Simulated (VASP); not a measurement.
# AlN (Fm-3m) in VASP: density of states with PBE

Aim: the density of states of AlN with PBE.

The COD entry that gives the cell may itself be a prediction, so a difference from it is no test against experiment.

Everything below comes from runs of VASP 6.6.1. Logs are shortened: lines on timing, memory, paths and dates and some standing lists are left out, and cuts for length are marked.

## Step 1: Starting point

Symmetry: Fm-3m, No. 225, cubic system. The conventional cell has a = 4.071 Å, b = 4.071 Å, c = 4.071 Å, α = 90.00°, β = 90.00°, γ = 90.00°. Al (site symmetry m-3m) is surrounded by 6 N at 2.04 Å. N (site symmetry m-3m) has 6 Al at 2.04 Å as nearest neighbours.

The cell was built by a generator and needn't be a form met in nature.

## Step 2: Density of states, PBE

POSCAR

```
AlN
1.0
    0.0000000000      2.0353764639      2.0353764639
    2.0353764639      0.0000000000      2.0353764639
    2.0353764639      2.0353764639      0.0000000000
Al N
1 1
Direct
    0.0000000000      0.0000000000      0.0000000000
    0.5000000000      0.5000000000      0.5000000000
```

INCAR.step1

```
SYSTEM = AlN
  PREC = Accurate
  ENCUT = 520
  EDIFF = 1E-6
  ISMEAR = 0
  SIGMA = 0.02
  LREAL = .False.
  LASPH = .True.
  NELM = 100
  ALGO = Normal
  ISIF = 2
  LWAVE = .False.
  LCHARG = .True.
  GGA = PE
  NBANDS = 11
```

KPOINTS.step1

```
Automatic mesh
0
Gamma
  10 10 10
  0 0 0
```

INCAR.step2

```
SYSTEM = AlN
  PREC = Accurate
  ENCUT = 520
  EDIFF = 1E-6
  ISMEAR = -5
  SIGMA = 0.02
  LREAL = .False.
  LASPH = .True.
  NELM = 100
  ALGO = Normal
  ISIF = 2
  LWAVE = .False.
  LCHARG = .False.
  GGA = PE
  LORBIT = 11
  NEDOS = 1001
  ICHARG = 11
```

KPOINTS.step2

```
Automatic mesh
0
Gamma
  15 15 15
  0 0 0
```

Potentials or basis: VASP PAW PBE potentials, release 64 (Al, N).

The run is started by

```bash
> cat potpaw_PBE.64/Al/POTCAR potpaw_PBE.64/N/POTCAR > POTCAR
> cp INCAR.step1 INCAR
> cp KPOINTS.step1 KPOINTS
> mpirun -np 1 vasp_std > vasp.out
> cp INCAR.step2 INCAR
> cp KPOINTS.step2 KPOINTS
> mpirun -np 1 vasp_std > vasp.out
```

OUTCAR:

```text
SYSTEM = AlN
   PREC = Accurate
   ENCUT = 520
   EDIFF = 1E-6
   ISMEAR = -5
   LREAL = .False.
   LASPH = .True.
   NELM = 100
   ISIF = 2
   GGA = PE
   LORBIT = 11
   ICHARG = 11

 ion  position               nearest neighbor table
   1  0.000  0.000  0.000-   2 2.04   2 2.04   2 2.04   2 2.04   2 2.04   2 2.04
   2  0.500  0.500  0.500-   1 2.04   1 2.04   1 2.04   1 2.04   1 2.04   1 2.04

  LATTYP: Found a face centered cubic cell.
 ALAT       =     4.0707529278

  Lattice vectors:

 A1 = (   0.0000000000,   2.0353764639,   2.0353764639)
 A2 = (   2.0353764639,   0.0000000000,   2.0353764639)
 A3 = (   2.0353764639,   2.0353764639,   0.0000000000)

Analysis of symmetry for initial positions (statically):
=====================================================================
 Subroutine PRICEL returns:
 Original cell was already a primitive cell.

 Routine SETGRP: Setting up the symmetry group for a
 face centered cubic supercell.

 Subroutine GETGRP returns: Found 48 space group operations
 (whereof 48 operations were pure point group operations)
 out of a pool of 48 trial point group operations.

The static configuration has the point symmetry O_h .

Analysis of symmetry for dynamics (positions and initial velocities):
=====================================================================
 Subroutine PRICEL returns:
 Original cell was already a primitive cell.

 Routine SETGRP: Setting up the symmetry group for a
 face centered cubic supercell.

 Subroutine GETGRP returns: Found 48 space group operations
 (whereof 48 operations were pure point group operations)
 out of a pool of 48 trial point group operations.

The dynamic configuration has the point symmetry O_h .

 Subroutine INISYM returns: Found 48 space group operations
 (whereof 48 operations are pure point group operations),
 and found     1 'primitive' translations

----------------------------------------------------------------------------------------

                                     Primitive cell

  volume of cell :      16.8641

  direct lattice vectors                    reciprocal lattice vectors
     0.000000000  2.035376464  2.035376464    -0.245654801  0.245654801  0.245654801
     2.035376464  0.000000000  2.035376464     0.245654801 -0.245654801  0.245654801
     2.035376464  2.035376464  0.000000000     0.245654801  0.245654801 -0.245654801

  length of vectors
     2.878457000  2.878457000  2.878457000     0.425486596  0.425486596  0.425486596

  position of ions in fractional coordinates (direct lattice)
     0.000000000  0.000000000  0.000000000
     0.500000000  0.500000000  0.500000000

  ion indices of the primitive-cell ions
   primitive index   ion index
                 1           1
                 2           2

----------------------------------------------------------------------------------------

 KPOINTS: Automatic mesh

Automatic generation of k-mesh.
 Grid dimensions read from file:
 generate k-points for:   15   15   15

 Generating k-lattice:

  Cartesian coordinates                     Fractional coordinates (reciprocal lattice)
    -0.016376987  0.016376987  0.016376987     0.066666667  0.000000000  0.000000000
     0.016376987 -0.016376987  0.016376987     0.000000000  0.066666667  0.000000000
     0.016376987  0.016376987 -0.016376987     0.000000000  0.000000000  0.066666667

  Length of vectors
     0.028365773  0.028365773  0.028365773

  Shift w.r.t. Gamma in fractional coordinates (k-lattice)
     0.000000000  0.000000000  0.000000000

 TETIRR: Found    484 inequivalent tetrahedra from    20250

 Subroutine IBZKPT returns following result:
 ===========================================

 Found    120 irreducible k-points:

 Following reciprocal coordinates:
            Coordinates               Weight
  0.000000  0.000000  0.000000      1.000000
  0.066667  0.000000  0.000000      8.000000
  0.133333  0.000000  0.000000      8.000000
  0.200000  0.000000  0.000000      8.000000
  0.266667  0.000000  0.000000      8.000000
  0.333333  0.000000  0.000000      8.000000
[... 16 lines left out ...]
  0.133333  0.133333  0.000000      6.000000
  0.200000  0.133333  0.000000     24.000000
 [... further k-points ...]
   k-points           NKPTS =    120   k-points in BZ     NKDIM =    120   number of bands    NBANDS=      8
   number of dos      NEDOS =   1001   number of ions     NIONS =      2
   total plane-waves  NPLWV =  13824
   dimension x,y,z NGX =    24 NGY =   24 NGZ =   24
   dimension x,y,z NGXF=    48 NGYF=   48 NGZF=   48
   ions per type =               1   1
   NGX,Y,Z   is equivalent  to a cutoff of  13.86, 13.86, 13.86 a.u.
   NGXF,Y,Z  is equivalent  to a cutoff of  27.72, 27.72, 27.72 a.u.
 SYSTEM =  AlN
   PREC   = accura    normal or accurate (medium, high low for compatibility)
   ISTART =      0    job   : 0-new  1-cont  2-samecut
   ICHARG =     11    charge: 1-file 2-atom 10-const
   ISPIN  =      1    spin polarized calculation?
   LNONCOLLINEAR =      F non collinear calculations
   LSORBIT =      F    spin-orbit coupling
   LASPH  =      T    aspherical Exc in radial PAW
   ENCUT  =  520.0 eV  38.22 Ry    6.18 a.u.   5.35  5.35  5.35*2*pi/ulx,y,z
   NELM   =    100;   NELMIN=  2; NELMDL=  0     # of ELM steps
   EDIFF  = 0.1E-05   stopping-criterion for ELM
   LREAL  =      F    real-space projection
   EDIFFG = 0.1E-04   stopping-criterion for IOM
   NSW    =      0    number of steps for IOM
   IBRION =     -1    ionic relax: 0-MD 1-quasi-New 2-CG
   NFREE  =      0    steps in history (QN), initial steepest desc. (CG)
   ISIF   =      2    stress and relaxation
   ISYM   =      2    0-nonsym 1-usesym 2-fastsym
   POTIM  = 0.5000    time-step for ionic-motion
   TEBEG  =    0.0;   TEEND  =   0.0 temperature during run
   PSTRESS=    0.0 pullay stress
   NELECT =       8.0000    total number of electrons
   NUPDOWN=      -1.0000    fix difference up-down
   EMIN   =  10.00;   EMAX   =-10.00  energy-range for DOS
   EFERMI =   0.00;   METHOD = LEGACY
   ISMEAR =    -5;   SIGMA  =   0.02  broadening in eV -4-tet -1-fermi 0-gaus
   EFERMI_NEDOS =   21; number of points for ismear=-14 and -15
   IALGO  =     38    algorithm
   IMIX   =      4    mixing-type and parameters
     AMIX     =   0.40;   BMIX     =  1.00
     AMIX_MAG =   1.60;   BMIX_MAG =  1.00
  volume/ion in A,a.u.               =       8.43        56.90
  Fermi-wavevector in a.u.,A,eV,Ry     =   1.276782  2.412768 22.179840  1.630172
  Thomas-Fermi vector in A             =   2.409419
   LORBIT       =     11    0 simple, 1 ext, 2 COOP (PROOUT), +10 PAW based schemes
   GGA     = PE    functional components
   LHFCALC =     F    Hartree Fock is set to
   AEXX    =    0.0000 exact exchange contribution
   IVDW    =     0    specifies the selected vdW correction
   LEPSILON=     F    determine dielectric tensor
   LRPA    =     F    only Hartree local field effects (RPA)
 non-spin polarized calculation
 Fermi weights with tetrahedron method with Bloechl corrections
  energy-cutoff  :      520.00
  volume of cell :       16.86
 maximum number of plane-waves:       467
 NGX is ok and might be reduce to    24

 number of electron       8.0000000 magnetization

 Free energy of the ion-electron system (eV)
  ---------------------------------------------------
  ext. energy  EPLUGINS =         0.00000000
  ---------------------------------------------------
  free energy    TOTEN  =       -14.54594033 eV

  energy without entropy =      -14.54594033  energy(sigma->0) =      -14.54594033

 E-fermi :   9.7213     XC(G=0): -12.1905

 val. band max:        9.7016577787   @ k =   0.0000   0.0000   0.0000
 cond. band min:      14.1831872001   @ k =   0.4667   0.4667   0.0000
 fundamental gap:      4.4815294214
 Fermi energy:         9.7212712151

 k-point     1 :       0.0000    0.0000    0.0000
  band No.  band energies     occupation
      1      -7.6676      2.00000
      2       9.7017      2.00000
      3       9.7017      2.00000
      4       9.7017      2.00000
      5      15.0901      0.00000
      6      21.8031      0.00000
      7      21.8031      0.00000
      8      21.8031      0.00000

 k-point     2 :       0.0667    0.0000    0.0000
  band No.  band energies     occupation
      1      -7.5779      2.00000
      2       9.2146      2.00000
      3       9.6477      2.00000
      4       9.6477      2.00000
      5      15.4159      0.00000
      6      21.3055      0.00000
      7      21.9432      0.00000
      8      21.9432      0.00000

 k-point     3 :       0.1333    0.0000    0.0000
  band No.  band energies     occupation
      1      -7.3121      2.00000
      2       8.0390      2.00000
      3       9.5008      2.00000
      4       9.5008      2.00000
      5      16.0487      0.00000
      6      20.5556      0.00000
      7      22.2341      0.00000
      8      22.2341      0.00000

 k-point     4 :       0.2000    0.0000    0.0000
  band No.  band energies     occupation
      1      -6.8818      2.00000
      2       6.5660      2.00000
      3       9.2978      2.00000
      4       9.2978      2.00000
      5      16.4265      0.00000
      6      20.3470      0.00000
      7      22.2183      0.00000
      8      22.2183      0.00000

 k-point     5 :       0.2667    0.0000    0.0000
  band No.  band energies     occupation
      1      -6.3113      2.00000
      2       5.0239      2.00000
      3       9.0816      2.00000
      4       9.0816      2.00000
      5      16.3488      0.00000
      6      20.8292      0.00000
      7      21.7349      0.00000
      8      21.7349      0.00000
[... 177 lines left out ...]
 k-point    22 :      -0.0667    0.0667    0.0000
  band No.  band energies     occupation
      1      -7.4296      2.00000
      2       8.6297      2.00000
      3       9.3523      2.00000
      4       9.6497      2.00000
      5      15.8569      0.00000
      6      20.6936      0.00000
      7      22.1185      0.00000
      8      22.2251      0.00000

 k-point    23 :       0.1333    0.1333    0.0000
  band No.  band energies     occupation
      1      -7.1950      2.00000
      2       8.1820      2.00000
      3       9.1001      2.00000
      4       9.1001      2.00000
      5      16.5110      0.00000
      6      19.5261      0.00000
      7      22.7831      0.00000
      8      22.8064      0.00000

 k-point    24 :       0.2000    0.1333    0.0000
  band No.  band energies     occupation
      1      -6.8798      2.00000
      2       7.2451      2.00000
      3       8.8344      2.00000
      4       8.8923      2.00000
      5      17.0396      0.00000
      6      18.9414      0.00000
      7      21.6717      0.00000
      8      23.1296      0.00000

 [... further k-points ...]
[... 5 lines left out ...]
  --------------------------------------------------------------------------------------
  -------------------------------------------------------------------------------------
  Total       -0.0327240     -0.0327240     -0.0327240      0.0000000     -0.0000000      0.0000000
  in kB       -3.1089394     -3.1089394     -3.1089394      0.0000000     -0.0000000      0.0000000
  external PRESSURE =      -3.1089394 kB  Pullay stress =       0.0000000 kB

 VOLUME and BASIS-vectors are now :
 -----------------------------------------------------------------------------
  energy-cutoff  :      520.00
  volume of cell :       16.86
      direct lattice vectors                 reciprocal lattice vectors
     0.000000000  2.035376464  2.035376464    -0.245654801  0.245654801  0.245654801
     2.035376464  0.000000000  2.035376464     0.245654801 -0.245654801  0.245654801
     2.035376464  2.035376464  0.000000000     0.245654801  0.245654801 -0.245654801

 POSITION                                       TOTAL-FORCE (eV/Angst)
 -----------------------------------------------------------------------------------
      0.00000      0.00000      0.00000        -0.000000      0.000000      0.000000
      2.03538      2.03538      2.03538         0.000000     -0.000000     -0.000000
 -----------------------------------------------------------------------------------
    total drift:                               -0.000000     -0.000000      0.000000

  FREE ENERGIE OF THE ION-ELECTRON SYSTEM (eV)
  ---------------------------------------------------
  free  energy   TOTEN  =       -14.5459403321 eV

  energy  without entropy=      -14.5459403321  energy(sigma->0) =      -14.54594033

 total charge

# of ion       s       p       d       tot
------------------------------------------
    1        0.315   0.395   0.000   0.709
    2        1.219   2.638   0.000   3.857
--------------------------------------------------
tot          1.534   3.032   0.000   4.566
```

Wall time 10 s (1 thread of Intel Xeon Platinum 8488C (Sapphire Rapids), shared host); peak memory 0.13 GiB.

Results:

* Valence electrons inside the program's atomic spheres: Al 0.71; N 3.86

Levels at points of the mesh, in eV from the valence-band top:
```
           k point  band 1  band 2  band 3  band 4  band 5  band 6  band 7  band 8
(0.00, 0.00, 0.00)  -17.37    0.00    0.00    0.00    5.39   12.10   12.10   12.10
```

States per cell in windows of 1 eV (zero at the valence-band top; states under -8 eV left out):
| from (eV) | total | N2_p | Al1_s | Al1_p | N2_s | Al1_d | N2_d |
| --- | --- | --- | --- | --- | --- | --- | --- |
| -8.0 | 0.30 | 0.09 | 0.04 | 0.01 | 0.00 | 0.00 | 0.00 |
| -7.0 | 1.02 | 0.32 | 0.09 | 0.07 | 0.03 | 0.00 | 0.00 |
| -6.0 | 0.45 | 0.15 | 0.03 | 0.02 | 0.03 | 0.00 | 0.00 |
| -5.0 | 0.60 | 0.22 | 0.02 | 0.04 | 0.02 | 0.00 | 0.00 |
| -4.0 | 0.69 | 0.29 | 0.02 | 0.05 | 0.02 | 0.00 | 0.00 |
| -3.0 | 1.18 | 0.57 | 0.02 | 0.08 | 0.01 | 0.00 | 0.00 |
| -2.0 | 1.22 | 0.67 | 0.01 | 0.05 | 0.01 | 0.00 | 0.00 |
| -1.0 | 0.54 | 0.33 | 0.00 | 0.02 | 0.00 | 0.00 | 0.00 |
| 0.0 | 0.00 | 0.00 | 0.00 | 0.00 | 0.00 | 0.00 | 0.00 |
| 1.0 | 0.00 | 0.00 | 0.00 | 0.00 | 0.00 | 0.00 | 0.00 |
| 2.0 | 0.00 | 0.00 | 0.00 | 0.00 | 0.00 | 0.00 | 0.00 |
| 3.0 | 0.00 | 0.00 | 0.00 | 0.00 | 0.00 | 0.00 | 0.00 |
| 4.0 | 0.03 | 0.00 | 0.01 | 0.00 | 0.00 | 0.00 | 0.00 |
| 5.0 | 0.20 | 0.01 | 0.07 | 0.01 | 0.01 | 0.00 | 0.00 |
| 6.0 | 0.67 | 0.04 | 0.12 | 0.05 | 0.07 | 0.00 | 0.00 |
| 7.0 | 1.18 | 0.13 | 0.18 | 0.11 | 0.11 | 0.00 | 0.00 |
